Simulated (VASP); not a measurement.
# Results of a VASP single-point calculation on HgS (zincblende)

POSCAR

```
Hg S
 1.0000000000000000
    -0.0000000000000000    2.9651863045008824    2.9651863045008824
     2.9651863045008824    0.0000000000000000    2.9651863045008824
     2.9651863045008824    2.9651863045008824    0.0000000000000000
 Hg  S
   1   1
Cartesian
  0.0000000000000000 -0.0000000000000000  0.0000000000000000
  1.4825931522504410  1.4825931522504410  1.4825931522504410
```

The gap between bands v and c is 0.36 eV and the least direct gap is 0.36 eV.

Band v is the last that the valence electrons fill when counted band by band, and c is the next. Levels in eV from the top of v:

| point | v−1 | v | c | c+1 |
| --- | --- | --- | --- | --- |
| Γ | 0.00 | 0.00 | 0.36 | 7.12 |
| X | -2.35 | -2.35 | 4.19 | 4.32 |
| K | -2.92 | -1.91 | 4.31 | 5.72 |
| L | -0.98 | -0.98 | 2.53 | 7.85 |
| W | -2.79 | -2.42 | 4.89 | 6.28 |

Question: Which of these levels of theory gave these results?
A. PBE with spin–orbit coupling
B. PBEsol
C. PBE0
D. HSE06
E. PBE
F. LDA
G. r²SCAN

Answer: D.

The INCAR was:

```
LHFCALC = .TRUE.
ALGO = Normal
PRECFOCK = Fast
IBRION = -1
ISTART = 1
NSW = 0
NELM = 120
GGA = PE
NBANDS = 16
HFSCREEN = 0.2079
AEXX = 0.25
ENCUT = 520
PREC = Accurate
ISIF = 2
LASPH = .TRUE.
SIGMA = 0.02
LWAVE = .FALSE.
LCHARG = .FALSE.
EDIFF = 1E-7
ISMEAR = -1
LREAL = .FALSE.
```
